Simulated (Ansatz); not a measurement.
**Where the states of Mo lie**

```yaml
crystal:
  lattice:
    - [0.00000, 2.00105, 2.00105]
    - [2.00105, 0.00000, 2.00105]
    - [2.00105, 2.00105, 0.00000]
  atoms:
    - { symbol: Mo, position: [0.00000, 0.00000, 0.00000] }
```

The conventional cell has a = 4.002 Å, b = 4.002 Å, c = 4.002 Å, α = 90.00°, β = 90.00°, γ = 90.00°. Around Mo (atom 1) lie 12 Mo at 2.83 Å.

The cell was built from the fcc type and relaxed in the same program, and has space group Fm-3m; it needn't be a known or the stable phase.

Theory: DFT, PBE, all-electron LAPW, scalar-relativistic (Ansatz 0.2.0).

The runs use a Γ-centred 18×18×18 k mesh, Fermi–Dirac smearing of 0.05 eV, basis error target 0.5 meV/atom, no spin polarisation.

Task: Which of the resolved shells contributes most within 0.3 eV of the Fermi level?

Result: Mo 4d, with 90 % of all states there; Mo 5s follows with 7 %.

Task: Where is the centre of the filled Mo 4d states between -14 eV and the top of the filled states?

Result: -2.10 eV from the Fermi level.

Task: Tabulate the density of states.

Result: States per eV and cell, averaged over 0.6 eV, from -7.0 to 1.2 eV, with energies (bin centres) from the Fermi level; empty bins are left out. The partial columns, the largest 3 alone, are projections on Löwdin-orthogonalised atomic shells (those that the program's projection atoms carry: the occupied ones and, for some elements, an empty d or f shell; other empty shells have no column), summed over atoms of an element. Weights on diffuse s and p shells depend on that basis and aren't pure angular character.
```json
{"E (eV)": "-6.8", "total": "0.01", "Mo 4d": "0.00", "Mo 5s": "0.00", "Mo 4p": "0.00"}
{"E (eV)": "-6.2", "total": "0.05", "Mo 4d": "0.00", "Mo 5s": "0.04", "Mo 4p": "0.00"}
{"E (eV)": "-5.6", "total": "0.08", "Mo 4d": "0.00", "Mo 5s": "0.07", "Mo 4p": "0.00"}
{"E (eV)": "-5.0", "total": "0.17", "Mo 4d": "0.05", "Mo 5s": "0.11", "Mo 4p": "0.00"}
{"E (eV)": "-4.4", "total": "0.79", "Mo 4d": "0.55", "Mo 5s": "0.22", "Mo 4p": "0.01"}
{"E (eV)": "-3.8", "total": "1.51", "Mo 4d": "1.25", "Mo 5s": "0.23", "Mo 4p": "0.02"}
{"E (eV)": "-3.2", "total": "1.30", "Mo 4d": "1.18", "Mo 5s": "0.09", "Mo 4p": "0.01"}
{"E (eV)": "-2.6", "total": "1.04", "Mo 4d": "0.99", "Mo 5s": "0.03", "Mo 4p": "0.01"}
{"E (eV)": "-2.0", "total": "0.99", "Mo 4d": "0.93", "Mo 5s": "0.04", "Mo 4p": "0.01"}
{"E (eV)": "-1.4", "total": "1.18", "Mo 4d": "1.07", "Mo 5s": "0.08", "Mo 4p": "0.01"}
{"E (eV)": "-0.8", "total": "1.53", "Mo 4d": "1.38", "Mo 5s": "0.11", "Mo 4p": "0.01"}
{"E (eV)": "-0.2", "total": "1.50", "Mo 4d": "1.37", "Mo 5s": "0.10", "Mo 4p": "0.01"}
{"E (eV)": "0.4", "total": "1.04", "Mo 4d": "0.93", "Mo 5s": "0.06", "Mo 4p": "0.01"}
{"E (eV)": "1.0", "total": "1.04", "Mo 4d": "0.95", "Mo 5s": "0.05", "Mo 4p": "0.00"}
```
